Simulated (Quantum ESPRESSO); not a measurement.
# CuAu (R-3m) in Quantum ESPRESSO: notebook, part 2 of 2

Quantum ESPRESSO 7.5. The steps go on from the part before.

## 3. Relaxation of cell and atoms, PBEsol, target pressure 30 GPa, at which the enthalpy is minimised

The input, pw.in:

```
&CONTROL
  calculation = 'vc-relax'
  prefix = 'pwscf'
  outdir = './tmp'
  pseudo_dir = './pseudo'
  tprnfor = .true.
  tstress = .true.
  disk_io = 'low'
  nstep = 40
  forc_conv_thr = 0.0004
  etot_conv_thr = 1d-05
/
&SYSTEM
  ibrav = 0
  nat = 2
  ntyp = 2
  ecutwfc = 64
  ecutrho = 515
  nbnd = 22
  occupations = 'smearing'
  smearing = 'fd'
  degauss = 0.00367493
/
&ELECTRONS
  conv_thr = 4d-10
  electron_maxstep = 120
  mixing_beta = 0.5
/
&IONS
  ion_dynamics = 'bfgs'
/
&CELL
  cell_dynamics = 'bfgs'
  press = 300
  press_conv_thr = 0.3
/
ATOMIC_SPECIES
Au   196.9666 au_pbesol_v1.uspp.F.UPF
Cu    63.5460 cu_pbesol_v1.2.uspp.F.UPF
CELL_PARAMETERS angstrom
   1.4430568479    0.8331492596    4.2561707609
  -1.4430568479    0.8331492596    4.2561707609
   0.0000000000   -1.6662985192    4.2561707609
ATOMIC_POSITIONS angstrom
Au     0.0000000000    0.0000000000    0.0000000000
Cu     0.0000000000    0.0000000000    6.3842561414
K_POINTS automatic
9 9 9 0 0 0
```

Potentials or basis: GBRV 1.5 PBEsol.

Launch:

```console
> OMP_NUM_THREADS=1 mpirun -n 2 pw.x -nk 2 -in pw.in > pw.out
```

pw.out:

```text
This program is part of the open-source Quantum ESPRESSO suite
     for quantum simulation of materials; please cite
[... 13 lines left out ...]
     --------------------
     sticks:   dense  smooth     PW     G-vecs:    dense   smooth      PW
     Sum        1837     901    293                40865    14273    2681

     Using Slab Decomposition

     bravais-lattice index     =            0
     lattice parameter (alat)  =       8.6374  a.u.
     unit-cell volume          =     207.1921 (a.u.)^3
     number of atoms/cell      =            2
     number of atomic types    =            2
     number of electrons       =        30.00
     number of Kohn-Sham states=           22
     kinetic-energy cutoff     =      64.0000  Ry
     charge density cutoff     =     515.0000  Ry
     scf convergence threshold =      4.0E-10
     mixing beta               =       0.5000
     number of iterations used =            8  plain     mixing
     energy convergence thresh.=      1.0E-05
     force convergence thresh. =      4.0E-04
     press convergence thresh. =      3.0E-01
     Exchange-correlation= SLA  PW   PSX  PSC
                           (   1   4  10   8   0   0   0)
     nstep                     =           40

     celldm(1)=   8.637421  celldm(2)=   0.000000  celldm(3)=   0.000000
     celldm(4)=   0.000000  celldm(5)=   0.000000  celldm(6)=   0.000000

     crystal axes: (cart. coord. in units of alat)
               a(1) = (   0.315717   0.182279   0.931180 )
               a(2) = (  -0.315717   0.182279   0.931180 )
               a(3) = (   0.000000  -0.364559   0.931180 )

     reciprocal axes: (cart. coord. in units 2 pi/alat)
               b(1) = (  1.583696  0.914347  0.357969 )
               b(2) = ( -1.583696  0.914347  0.357969 )
               b(3) = (  0.000000 -1.828695  0.357969 )

     PseudoPot. # 1 for Au read from file:
     au_pbesol_v1.uspp.F.UPF
     Pseudo is Ultrasoft + core correction, Zval = 11.0
     Generated by new atomic code, or converted to UPF format
     Using radial grid of  985 points,  7 beta functions with:
                l(1) =   0
                l(2) =   0
                l(3) =   1
                l(4) =   1
                l(5) =   2
                l(6) =   2
                l(7) =   3
     Q(r) pseudized with  6 coefficients,  rinner =    1.900   1.900   1.900
                                                       1.900   1.900   1.900
                                                       1.900

     PseudoPot. # 2 for Cu read from file:
     cu_pbesol_v1.2.uspp.F.UPF
     Pseudo is Ultrasoft + core correction, Zval = 19.0
     Generated by new atomic code, or converted to UPF format
     Using radial grid of  867 points,  6 beta functions with:
                l(1) =   0
                l(2) =   0
                l(3) =   1
                l(4) =   1
                l(5) =   2
                l(6) =   2
     Q(r) pseudized with  8 coefficients,  rinner =    1.150   1.150   1.150
                                                       1.150   1.150

     atomic species   valence    mass     pseudopotential
     Au               11.00   196.96660     Au( 1.00)
     Cu               19.00    63.54600     Cu( 1.00)

     12 Sym. Ops., with inversion, found

   Cartesian axes

     site n.     atom                  positions (alat units)
         1        Au     tau(   1) = (   0.0000000   0.0000000   0.0000000  )
         2        Cu     tau(   2) = (   0.0000000   0.0000000   1.3967706  )

     number of k points=    85  Fermi-Dirac smearing, width (Ry)=  0.0037
                       cart. coord. in units 2pi/alat
        k(    1) = (   0.0000000   0.0000000   0.0000000), wk =   0.0027435
        k(    2) = (   0.0000000  -0.2031883   0.0397743), wk =   0.0164609
        k(    3) = (   0.0000000  -0.4063766   0.0795486), wk =   0.0164609
        k(    4) = (   0.0000000  -0.6095648   0.1193229), wk =   0.0164609
        k(    5) = (   0.0000000  -0.8127531   0.1590972), wk =   0.0164609
        k(    6) = (  -0.1759662  -0.1015941   0.0795486), wk =   0.0164609
[... 77 lines left out ...]
        k(   84) = (   0.0000000  -0.0000000   0.4772915), wk =   0.0054870
        k(   85) = (  -0.0000000   1.6255062   0.1590972), wk =   0.0164609

     Dense  grid:    40865 G-vectors     FFT dimensions: (  64,  64,  64)

     Smooth grid:    14273 G-vectors     FFT dimensions: (  45,  45,  45)

     Initial potential from superposition of free atoms

     starting charge      28.9999, renormalised to      30.0000
     Starting wfcs are   22 randomized atomic wfcs

     Self-consistent Calculation

     iteration #  1     ecut=    64.00 Ry     beta= 0.50
     Davidson diagonalization with overlap
     ethr =  1.00E-02,  avg # of iterations =  5.6

     total energy              =    -517.45762729 Ry
     estimated scf accuracy    <       1.79386709 Ry

     iteration #  2     ecut=    64.00 Ry     beta= 0.50
     Davidson diagonalization with overlap
     ethr =  5.98E-03,  avg # of iterations =  2.0

     total energy              =    -517.94442441 Ry
     estimated scf accuracy    <       1.47032722 Ry

     iteration #  3     ecut=    64.00 Ry     beta= 0.50
     Davidson diagonalization with overlap
     ethr =  4.90E-03,  avg # of iterations =  1.5
[... 39 lines left out ...]
     iteration #  9     ecut=    64.00 Ry     beta= 0.50
     Davidson diagonalization with overlap
     ethr =  1.86E-08,  avg # of iterations =  1.5

     total energy              =    -518.25739317 Ry
     estimated scf accuracy    <       0.00000022 Ry

     iteration # 10     ecut=    64.00 Ry     beta= 0.50
     Davidson diagonalization with overlap
     ethr =  7.30E-10,  avg # of iterations =  3.5

     total energy              =    -518.25739327 Ry
     estimated scf accuracy    <          5.7E-09 Ry

[... 49 further cycles ...]
     iteration #  4     ecut=    64.00 Ry     beta= 0.50
     Davidson diagonalization with overlap
     ethr =  8.78E-04,  avg # of iterations =  1.8

     total energy              =    -518.23741227 Ry
     estimated scf accuracy    <       0.00725239 Ry

     iteration #  5     ecut=    64.00 Ry     beta= 0.50
     Davidson diagonalization with overlap
     ethr =  2.42E-05,  avg # of iterations =  4.9

     total energy              =    -518.24005262 Ry
     estimated scf accuracy    <       0.00334137 Ry

     iteration #  6     ecut=    64.00 Ry     beta= 0.50
     Davidson diagonalization with overlap
     ethr =  1.11E-05,  avg # of iterations =  3.5

     total energy              =    -518.24071953 Ry
     estimated scf accuracy    <       0.00007992 Ry

     iteration #  7     ecut=    64.00 Ry     beta= 0.50
     Davidson diagonalization with overlap
     c_bands:  1 eigenvalues not converged
     ethr =  2.66E-07,  avg # of iterations =  6.7

     total energy              =    -518.24073958 Ry
     estimated scf accuracy    <       0.00000234 Ry

     iteration #  8     ecut=    64.00 Ry     beta= 0.50
     Davidson diagonalization with overlap
     ethr =  7.81E-09,  avg # of iterations =  3.9

     total energy              =    -518.24074045 Ry
     estimated scf accuracy    <       0.00000069 Ry

     iteration #  9     ecut=    64.00 Ry     beta= 0.50
     Davidson diagonalization with overlap
     ethr =  2.31E-09,  avg # of iterations =  2.0

     total energy              =    -518.24074056 Ry
     estimated scf accuracy    <       0.00000008 Ry
[... 12 lines left out ...]
     total energy              =    -518.24074058 Ry
     estimated scf accuracy    <          4.9E-11 Ry

     iteration # 12     ecut=    64.00 Ry     beta= 0.50
     Davidson diagonalization with overlap
     ethr =  1.63E-13,  avg # of iterations =  4.8

     total energy              =    -518.24074058 Ry
     estimated scf accuracy    <          3.6E-11 Ry

     iteration # 13     ecut=    64.00 Ry     beta= 0.50
     Davidson diagonalization with overlap
     ethr =  1.20E-13,  avg # of iterations =  1.8

     End of self-consistent calculation

          k = 0.0000 0.0000 0.0000 (  1483 PWs)   bands (ev):

   -93.5953 -51.1766 -51.1159 -51.1159   7.4091  10.7049  12.9514  12.9514
    14.4288  14.4288  15.3377  16.1568  16.1568  17.0330  17.0330  17.7188
    24.0663  33.4879  36.9248  36.9248  36.9989  38.4915

          k = 0.0000-0.2184 0.0415 (  1497 PWs)   bands (ev):

   -93.5947 -51.1760 -51.1214 -51.1173   7.8689  10.9853  12.7381  13.2742
    13.9667  14.4474  15.4051  15.9921  16.0989  16.2145  16.9415  19.3483
    24.2085  33.6068  34.8883  36.3523  36.7241  38.3432

          k = 0.0000-0.4369 0.0830 (  1496 PWs)   bands (ev):

   -93.5933 -51.1746 -51.1354 -51.1209   9.0867  11.5188  12.5798  12.9879
    14.1097  14.5323  15.2953  15.5595  16.0176  16.3793  16.7259  21.2039
    24.9851  29.7818  34.2095  35.1798  35.7882  37.3364
[... 481 lines left out ...]
          k = 0.0000 0.0000 0.4978 (  1508 PWs)   bands (ev):

   -93.5952 -51.1773 -51.1160 -51.1160   8.5945  11.1857  13.1130  13.1130
    13.1218  15.1688  15.1688  15.2930  15.7511  15.7511  16.2565  16.2565
    30.9655  34.0531  34.9595  38.4150  38.4150  38.5298

          k =-0.0000 1.7475 0.1659 (  1487 PWs)   bands (ev):

   -93.5947 -51.1766 -51.1215 -51.1174   9.1228  11.3296  12.8316  12.9601
    13.4552  14.5704  15.0184  15.6641  15.8208  15.8755  16.3505  16.6356
    31.8188  33.4576  34.5823  36.2022  36.4612  38.4692

     the Fermi energy is    18.8045 ev

!    total energy              =    -518.24074058 Ry
     estimated scf accuracy    <          3.7E-13 Ry
     smearing contrib. (-TS)   =      -0.00025342 Ry
     internal energy E=F+TS    =    -518.24048716 Ry

     The total energy is F=E-TS. E is the sum of the following terms:
     one-electron contribution =    -284.31529226 Ry
     hartree contribution      =     170.05346466 Ry
     xc contribution           =    -100.61508731 Ry
     ewald contribution        =    -303.36357225 Ry

     convergence has been achieved in  13 iterations

     Forces acting on atoms (cartesian axes, Ry/au):

     atom    1 type  1   force =     0.00000000    0.00000000    0.00000000
     atom    2 type  2   force =     0.00000000    0.00000000    0.00000000

     Total force =     0.000000     Total SCF correction =     0.000000

     Computing stress (Cartesian axis) and pressure

          total   stress  (Ry/bohr**3)                   (kbar)     P=      302.76
   0.00205826   0.00000000   0.00000000          302.78        0.00        0.00
  -0.00000000   0.00205826   0.00000000           -0.00      302.78        0.00
  -0.00000000   0.00000000   0.00205783           -0.00        0.00      302.72

=------------------------------------------------------------------------------=
   JOB DONE.
=------------------------------------------------------------------------------=
```

Wall time 4.4 min (2 MPI ranks of Intel Xeon 6975P-C (Granite Rapids), shared host); peak memory 0.48 GiB.

What came out:

- Free energy: -7051.0245 eV
- Relaxed volume: 12.74 Å³/atom
- Relaxed cell: a = 4.365 Å, b = 4.365 Å, c = 4.365 Å, α = 35.82°, β = 35.82°, γ = 35.82°
- Space group after relaxing (to 0.05 Å): R-3m (No. 166)
- Energy change on relaxing (the enthalpy is what falls): +109.3 meV/atom
- Ionic steps: 6
- Pressure after relaxing: 30.3 GPa
- Band gap on the k mesh: none (metal or under the smearing width)

The path:
| step | energy change (eV) | largest force (eV/Å) | pressure (GPa) | volume (Å³) |
| --- | --- | --- | --- | --- |
| 1 | 0.0000 | 0.0000 | -8.47 | 30.70 |
| 2 | 0.3095 | 0.0000 | 35.38 | 25.07 |
| 3 | 0.1954 | 0.0000 | 28.17 | 25.62 |
| 4 | 0.2124 | 0.0000 | 29.51 | 25.51 |
| 5 | 0.2199 | 0.0000 | 30.10 | 25.46 |
| 6 | 0.2186 | 0.0000 | 30.00 | 25.47 |

Final structure:
```cif
data_structure
_symmetry_space_group_name_H-M 'P 1'
_symmetry_Int_Tables_number 1
_cell_length_a 4.3653
_cell_length_b 4.3653
_cell_length_c 4.3653
_cell_angle_alpha 35.817
_cell_angle_beta 35.817
_cell_angle_gamma 35.817
_cell_volume 25.47
loop_
_atom_site_label
_atom_site_type_symbol
_atom_site_fract_x
_atom_site_fract_y
_atom_site_fract_z
_atom_site_occupancy
Au1 Au 0.00000 0.00000 0.00000 1
Cu1 Cu 0.50000 0.50000 0.50000 1
```

Levels at points of the mesh, in eV from the Fermi level:
```csv
k point,band 13,band 14,band 15,band 16,band 17,band 18
"(0.00, 0.00, 0.00)",-2.65,-1.77,-1.77,-1.09,5.26,14.68
```

Caveat: the volume moved by over 15 % at a fixed basis, so the end points are rough. The run has no spin-orbit coupling, so splittings on Au are missing.
